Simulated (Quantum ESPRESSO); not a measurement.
# Si (I4/mmm) in Quantum ESPRESSO: settings compared

The runs below take Si through phonons, with PBEsol, PBE.

All numbers are computed with Quantum ESPRESSO 7.5; they aren't measurements. Logs are shortened: lines on timing, memory, paths and dates and some standing lists are left out, and cuts for length are marked.

## (1) The structure

The structure is tetragonal, space group I4/mmm (No. 139). Conventional cell: a = 3.254 Å, b = 3.254 Å, c = 2.641 Å, α = 90.00°, β = 90.00°, γ = 90.00°. Si (site symmetry 4/mmm) has 10 Si at 2.64 to 2.65 Å as nearest neighbours.

This isn't the form of Si at room conditions, which is diamond.

## (2) Phonons, PBEsol

Input file pw.in:

```
&CONTROL
  calculation = 'scf'
  prefix = 'pwscf'
  outdir = './tmp'
  pseudo_dir = './pseudo'
  tprnfor = .true.
  tstress = .true.
  disk_io = 'low'
/
&SYSTEM
  ibrav = 0
  celldm(1) = 8
  nat = 1
  ntyp = 1
  ecutwfc = 36
  nbnd = 7
  occupations = 'smearing'
  smearing = 'mv'
  degauss = 0.01999163
/
&ELECTRONS
  conv_thr = 2d-10
  electron_maxstep = 120
  mixing_beta = 0.5
/
ATOMIC_SPECIES
Si    28.0850 Si.upf
CELL_PARAMETERS alat
 -0.3843029557206   0.3843029557206   0.3118827263335
  0.3843029557206  -0.3843029557206   0.3118827263335
  0.3843029557206   0.3843029557206  -0.3118827263335
ATOMIC_POSITIONS crystal
Si     0.0000000000    0.0000000000    0.0000000000
K_POINTS automatic
13 13 13 0 0 0
```

Input file relax.in:

```
&CONTROL
  calculation = 'vc-relax'
  prefix = 'pwscf'
  outdir = './tmp'
  pseudo_dir = './pseudo'
  tprnfor = .true.
  tstress = .true.
  disk_io = 'low'
  nstep = 40
  forc_conv_thr = 0.0001
  etot_conv_thr = 1d-06
/
&SYSTEM
  ibrav = 0
  celldm(1) = 8
  nat = 1
  ntyp = 1
  ecutwfc = 36
  nbnd = 7
  occupations = 'smearing'
  smearing = 'mv'
  degauss = 0.01999163
/
&ELECTRONS
  conv_thr = 2d-10
  electron_maxstep = 120
  mixing_beta = 0.5
/
&IONS
  ion_dynamics = 'bfgs'
/
&CELL
  cell_dynamics = 'bfgs'
  press = 0
  press_conv_thr = 0.2
/
ATOMIC_SPECIES
Si    28.0850 Si.upf
CELL_PARAMETERS alat
 -0.3843029557206   0.3843029557206   0.3118827263335
  0.3843029557206  -0.3843029557206   0.3118827263335
  0.3843029557206   0.3843029557206  -0.3118827263335
ATOMIC_POSITIONS crystal
Si     0.0000000000    0.0000000000    0.0000000000
K_POINTS automatic
13 13 13 0 0 0
```

Input file scf2.in:

```
&CONTROL
  calculation = 'scf'
  prefix = 'pwscf'
  outdir = './tmp'
  pseudo_dir = './pseudo'
  tprnfor = .true.
  tstress = .true.
  disk_io = 'low'
/
&SYSTEM
  ibrav = 0
  celldm(1) = 8
  nat = 1
  ntyp = 1
  ecutwfc = 36
  nbnd = 7
  occupations = 'smearing'
  smearing = 'mv'
  degauss = 0.01999163
/
&ELECTRONS
  conv_thr = 1d-13
  electron_maxstep = 120
  mixing_beta = 0.5
  startingpot = 'file'
  startingwfc = 'file'
/
ATOMIC_SPECIES
Si    28.0850 Si.upf
CELL_PARAMETERS alat
 -0.3910001809402   0.3910001809402   0.3044532956646
  0.3910001809402  -0.3910001809402   0.3044532956646
  0.3910001809402   0.3910001809402  -0.3044532956646
ATOMIC_POSITIONS crystal
Si     0.0000000000    0.0000000000    0.0000000000
K_POINTS automatic
13 13 13 0 0 0
```

Input file ph.in:

```
phonons of Si
&INPUTPH
  prefix = 'pwscf'
  outdir = './tmp'
  tr2_ph = 1d-18
  fildyn = 'dyn'
  niter_ph = 90
  alpha_mix(1) = 0.4
/
1.2787717867 0.0000000000 -0.0000000000
```

Potentials or basis: PseudoDojo 0.4.1 SR PBEsol standard.

Started as:

```console
$ OMP_NUM_THREADS=1 pw.x -in pw.in > pw.out
$ OMP_NUM_THREADS=1 pw.x -in relax.in > relax.out
$ OMP_NUM_THREADS=1 pw.x -in scf2.in > scf2.out
$ OMP_NUM_THREADS=1 ph.x -in ph.in > ph.out
```

pw.out:

```text
This program is part of the open-source Quantum ESPRESSO suite
     for quantum simulation of materials; please cite
[... 9 lines left out ...]
     --------------------
     sticks:   dense  smooth     PW     G-vecs:    dense   smooth      PW
     Sum         253     253     85                 2765     2765     569

     Using Slab Decomposition

     bravais-lattice index     =            0
     lattice parameter (alat)  =       8.0000  a.u.
     unit-cell volume          =      94.3341 (a.u.)^3
     number of atoms/cell      =            1
     number of atomic types    =            1
     number of electrons       =         4.00
     number of Kohn-Sham states=            7
     kinetic-energy cutoff     =      36.0000  Ry
     charge density cutoff     =     144.0000  Ry
     scf convergence threshold =      2.0E-10
     mixing beta               =       0.5000
     number of iterations used =            8  plain     mixing
     Exchange-correlation= PBESOL
                           (   1   4  10   8   0   0   0)

     celldm(1)=   8.000000  celldm(2)=   0.000000  celldm(3)=   0.000000
     celldm(4)=   0.000000  celldm(5)=   0.000000  celldm(6)=   0.000000

     crystal axes: (cart. coord. in units of alat)
               a(1) = (  -0.384303   0.384303   0.311883 )
               a(2) = (   0.384303  -0.384303   0.311883 )
               a(3) = (   0.384303   0.384303  -0.311883 )

     reciprocal axes: (cart. coord. in units 2 pi/alat)
               b(1) = (  0.000000  1.301057  1.603167 )
               b(2) = (  1.301057  0.000000  1.603167 )
               b(3) = (  1.301057  1.301057  0.000000 )

     PseudoPot. # 1 for Si read from file:
     Si.upf
     Pseudo is Norm-conserving + core correction, Zval =  4.0
     Generated using ONCVPSP code by D. R. Hamann
     Using radial grid of 1510 points,  6 beta functions with:
                l(1) =   0
                l(2) =   0
                l(3) =   1
                l(4) =   1
                l(5) =   2
                l(6) =   2

     atomic species   valence    mass     pseudopotential
     Si                4.00    28.08500     Si( 1.00)

     16 Sym. Ops., with inversion, found

   Cartesian axes

     site n.     atom                  positions (alat units)
         1        Si     tau(   1) = (   0.0000000   0.0000000   0.0000000  )

     number of k points=   196  Marzari-Vanderbilt smearing, width (Ry)=  0.0200

     Number of k-points >= 100: set verbosity='high' to print them.

     Dense  grid:     2765 G-vectors     FFT dimensions: (  20,  20,  20)

     Initial potential from superposition of free atoms

     starting charge       3.9994, renormalised to       4.0000
     Starting wfcs are    4 randomized atomic wfcs +    3 random wfcs

     Self-consistent Calculation

     iteration #  1     ecut=    36.00 Ry     beta= 0.50
     Davidson diagonalization with overlap
     ethr =  1.00E-02,  avg # of iterations =  5.9

     Threshold (ethr) on eigenvalues was too large:
     Diagonalizing with lowered threshold

     Davidson diagonalization with overlap
     ethr =  1.07E-04,  avg # of iterations =  3.7

     total energy              =      -8.43640310 Ry
     estimated scf accuracy    <       0.00419490 Ry

     iteration #  2     ecut=    36.00 Ry     beta= 0.50
     Davidson diagonalization with overlap
     ethr =  1.05E-04,  avg # of iterations =  1.0

     total energy              =      -8.43614341 Ry
     estimated scf accuracy    <       0.00082916 Ry

     iteration #  3     ecut=    36.00 Ry     beta= 0.50
     Davidson diagonalization with overlap
     ethr =  2.07E-05,  avg # of iterations =  1.6

     total energy              =      -8.43618694 Ry
     estimated scf accuracy    <       0.00000447 Ry

     iteration #  4     ecut=    36.00 Ry     beta= 0.50
     Davidson diagonalization with overlap
     ethr =  1.12E-07,  avg # of iterations =  3.7

     total energy              =      -8.43618847 Ry
     estimated scf accuracy    <       0.00000003 Ry

     iteration #  5     ecut=    36.00 Ry     beta= 0.50
     Davidson diagonalization with overlap
     ethr =  7.02E-10,  avg # of iterations =  2.8

     total energy              =      -8.43618850 Ry
     estimated scf accuracy    <          2.2E-09 Ry

     iteration #  6     ecut=    36.00 Ry     beta= 0.50
     Davidson diagonalization with overlap
     ethr =  5.52E-11,  avg # of iterations =  1.3

     total energy              =      -8.43618850 Ry
     estimated scf accuracy    <          4.9E-10 Ry

     iteration #  7     ecut=    36.00 Ry     beta= 0.50
     Davidson diagonalization with overlap
     ethr =  1.22E-11,  avg # of iterations =  1.0

     End of self-consistent calculation

     Number of k-points >= 100: set verbosity='high' to print the bands.

     the Fermi energy is    11.0965 ev

!    total energy              =      -8.43618850 Ry
     estimated scf accuracy    <          4.4E-12 Ry
     smearing contrib. (-TS)   =      -0.00017276 Ry
     internal energy E=F+TS    =      -8.43601574 Ry

     The total energy is F=E-TS. E is the sum of the following terms:
     one-electron contribution =       4.81278430 Ry
     hartree contribution      =       0.03475656 Ry
     xc contribution           =      -3.15022977 Ry
     ewald contribution        =     -10.13332683 Ry

     convergence has been achieved in   7 iterations

     Forces acting on atoms (cartesian axes, Ry/au):

     atom    1 type  1   force =     0.00000000    0.00000000    0.00000000

     Total force =     0.000000     Total SCF correction =     0.000000

     Computing stress (Cartesian axis) and pressure

          total   stress  (Ry/bohr**3)                   (kbar)     P=        8.86
   0.00012343   0.00000000   0.00000000           18.16        0.00        0.00
   0.00000000   0.00012343   0.00000000            0.00       18.16        0.00
   0.00000000   0.00000000  -0.00006621            0.00        0.00       -9.74

=------------------------------------------------------------------------------=
   JOB DONE.
=------------------------------------------------------------------------------=
```

Run time: 2.2 min. Hardware: 1 thread of Intel Xeon at 2.50GHz (Skylake/Cascade Lake), shared host; peak memory 0.09 GiB.

What came out:

```yaml
Free_energy: -114.7874 eV
Relaxed_volume: 14.13 Å³/atom
Relaxed_cell: a = 2.672 Å, b = 2.672 Å, c = 2.672 Å, α = 103.45°, β = 103.45°, γ = 122.33°
Space_group_after_relaxing_to_0.05_Å: I4/mmm (No. 139)
Pressure_after_relaxing: 0.0 GPa
Band_gap_on_the_k_mesh: none (metal or under the smearing width)
Highest_phonon_frequency_at_the_q_point_run: 280 cm⁻¹
Most_unstable_mode: 53i cm⁻¹
```

The path:
```csv
step,energy change (eV),largest force (eV/Å),pressure (GPa),volume (Å³)
1,0.0000,0.0000,0.89,13.98
2,-0.0011,0.0000,0.43,14.04
3,-0.0027,0.0000,-0.24,14.14
4,-0.0047,0.0000,-1.08,14.27
5,-0.0053,0.0000,-1.97,14.42
6,-0.0059,0.0000,-1.43,14.33
7,-0.0064,0.0000,-0.94,14.26
8,-0.0068,0.0000,-0.47,14.19
9,-0.0071,0.0000,0.01,14.12
10,-0.0071,0.0000,0.02,14.12
11,-0.0071,0.0000,0.00,14.13
```

Final structure:
```cif
data_structure
_symmetry_space_group_name_H-M 'P 1'
_symmetry_Int_Tables_number 1
_cell_length_a 2.6723
_cell_length_b 2.6723
_cell_length_c 2.6723
_cell_angle_alpha 103.452
_cell_angle_beta 103.452
_cell_angle_gamma 122.326
_cell_volume 14.13
loop_
_atom_site_label
_atom_site_type_symbol
_atom_site_fract_x
_atom_site_fract_y
_atom_site_fract_z
_atom_site_occupancy
Si1 Si 0.00000 0.00000 0.00000 1
```

Phonon frequencies in cm⁻¹ (negative: imaginary):
```
               q point  frequencies
(-0.500, 0.500, 0.500)  -53 280 280
```

Phonon modes at q = (-0.500, 0.500, 0.500) in reciprocal lattice units:
```
mode  symmetry  cm⁻¹
   1      A_2u   -53
   2       E_u   280
   3       E_u   280
```

Caveat: some modes are imaginary; the q point doesn't lie on the k mesh, which can shift a metal's frequencies strongly unless the mesh is converged.

## (3) Phonons, PBE

pw.in is that of step 2.

relax.in is that of step 2.

Edit scf2.in of step 2 so:

```diff
@@ -30,5 +30,5 @@
 CELL_PARAMETERS alat
- -0.3910001809402   0.3910001809402   0.3044532956646
-  0.3910001809402  -0.3910001809402   0.3044532956646
-  0.3910001809402   0.3910001809402  -0.3044532956646
+ -0.3945936899024   0.3945936899024   0.3069516989362
+  0.3945936899024  -0.3945936899024   0.3069516989362
+  0.3945936899024   0.3945936899024  -0.3069516989362
 ATOMIC_POSITIONS crystal
```

Edit ph.in of step 2 so:

```diff
@@ -9,2 +9,2 @@
 /
-1.2787717867 0.0000000000 -0.0000000000
+0.6335630964 -0.0000000000 0.8144603886
```

Potentials or basis: Ansatz NC SR PBE.

Started as:

```console
$ OMP_NUM_THREADS=1 pw.x -in pw.in > pw.out
$ OMP_NUM_THREADS=1 pw.x -in relax.in > relax.out
$ OMP_NUM_THREADS=1 pw.x -in scf2.in > scf2.out
$ OMP_NUM_THREADS=1 ph.x -in ph.in > ph.out
```

pw.out:

```text
[... set-up lines left out ...]
     Self-consistent Calculation

     iteration #  1     ecut=    36.00 Ry     beta= 0.50
     Davidson diagonalization with overlap
     ethr =  1.00E-02,  avg # of iterations =  6.0

     Threshold (ethr) on eigenvalues was too large:
     Diagonalizing with lowered threshold

     Davidson diagonalization with overlap
     ethr =  1.08E-04,  avg # of iterations =  3.6

     total energy              =      -8.42502105 Ry
     estimated scf accuracy    <       0.00424147 Ry

     iteration #  2     ecut=    36.00 Ry     beta= 0.50
     Davidson diagonalization with overlap
     ethr =  1.06E-04,  avg # of iterations =  1.1

     total energy              =      -8.42480820 Ry
     estimated scf accuracy    <       0.00087713 Ry

     iteration #  3     ecut=    36.00 Ry     beta= 0.50
     Davidson diagonalization with overlap
     ethr =  2.19E-05,  avg # of iterations =  1.6

     total energy              =      -8.42484769 Ry
     estimated scf accuracy    <       0.00000511 Ry

     iteration #  4     ecut=    36.00 Ry     beta= 0.50
     Davidson diagonalization with overlap
     c_bands:  2 eigenvalues not converged
     c_bands:  1 eigenvalues not converged
     ethr =  1.28E-07,  avg # of iterations =  3.6

     total energy              =      -8.42484938 Ry
     estimated scf accuracy    <       0.00000003 Ry

     iteration #  5     ecut=    36.00 Ry     beta= 0.50
     Davidson diagonalization with overlap
     ethr =  7.70E-10,  avg # of iterations =  3.0

     total energy              =      -8.42484942 Ry
     estimated scf accuracy    <          3.8E-09 Ry

     iteration #  6     ecut=    36.00 Ry     beta= 0.50
     Davidson diagonalization with overlap
     ethr =  9.45E-11,  avg # of iterations =  1.2

     total energy              =      -8.42484943 Ry
     estimated scf accuracy    <          8.6E-10 Ry

     iteration #  7     ecut=    36.00 Ry     beta= 0.50
     Davidson diagonalization with overlap
     ethr =  2.14E-11,  avg # of iterations =  1.0

     End of self-consistent calculation

     Number of k-points >= 100: set verbosity='high' to print the bands.

     the Fermi energy is    11.1684 ev

!    total energy              =      -8.42484943 Ry
     estimated scf accuracy    <          2.4E-11 Ry
     smearing contrib. (-TS)   =      -0.00017165 Ry
     internal energy E=F+TS    =      -8.42467778 Ry

     The total energy is F=E-TS. E is the sum of the following terms:
     one-electron contribution =       4.82675893 Ry
     hartree contribution      =       0.03491098 Ry
     xc contribution           =      -3.15302086 Ry
     ewald contribution        =     -10.13332683 Ry

     convergence has been achieved in   7 iterations

     Forces acting on atoms (cartesian axes, Ry/au):

     atom    1 type  1   force =     0.00000000    0.00000000    0.00000000

     Total force =     0.000000     Total SCF correction =     0.000000

     Computing stress (Cartesian axis) and pressure

          total   stress  (Ry/bohr**3)                   (kbar)     P=       34.92
   0.00030393  -0.00000000  -0.00000000           44.71       -0.00       -0.00
  -0.00000000   0.00030393  -0.00000000           -0.00       44.71       -0.00
  -0.00000000  -0.00000000   0.00010424           -0.00       -0.00       15.33

=------------------------------------------------------------------------------=
   JOB DONE.
=------------------------------------------------------------------------------=
```

Wall time 3.2 min (1 thread of Intel Xeon at 2.50GHz (Skylake/Cascade Lake), shared host); peak memory 0.09 GiB.

What came out:

```
Free energy                                 : -114.6390 eV
Relaxed volume                              : 14.50 Å³/atom
Relaxed cell                                : a = 2.696 Å, b = 2.696 Å, c = 2.696 Å, α = 103.43°, β = 103.43°, γ = 122.37°
Space group after relaxing (to 0.05 Å)      : I4/mmm (No. 139)
Pressure after relaxing                     : 0.0 GPa
Band gap on the k mesh                      : none (metal or under the smearing width)
Highest phonon frequency at the q point run : 311 cm⁻¹
```

The path:
| step | energy change (eV) | largest force (eV/Å) | pressure (GPa) | volume (Å³) |
| --- | --- | --- | --- | --- |
| 1 | 0.0000 | 0.0000 | 3.49 | 13.98 |
| 2 | -0.0050 | 0.0000 | 1.69 | 14.23 |
| 3 | -0.0085 | 0.0000 | 0.25 | 14.45 |
| 4 | -0.0114 | 0.0000 | -1.27 | 14.71 |
| 5 | -0.0121 | 0.0000 | -1.03 | 14.67 |
| 6 | -0.0126 | 0.0000 | -0.46 | 14.58 |
| 7 | -0.0128 | 0.0000 | 0.01 | 14.50 |
| 8 | -0.0128 | 0.0000 | 0.00 | 14.50 |

Final structure:
```yaml
crystal:
  lattice:
    - [-1.67048, 1.67048, 1.29945]
    - [1.67048, -1.67048, 1.29945]
    - [1.67048, 1.67048, -1.29945]
  atoms:
    - { symbol: Si, position: [0.00000, 0.00000, 0.00000] }
```

Phonon frequencies in cm⁻¹ (negative: imaginary):
```
              q point  frequencies
(0.000, 0.500, 0.000)    85 85 311
```

Phonon modes at q = (0.000, 0.500, 0.000) in reciprocal lattice units:
```
mode  symmetry  cm⁻¹
   1       A_u    85
   2       B_u    85
   3       B_u   311
```

Caveat: the q point doesn't lie on the k mesh, which can shift a metal's frequencies strongly unless the mesh is converged.
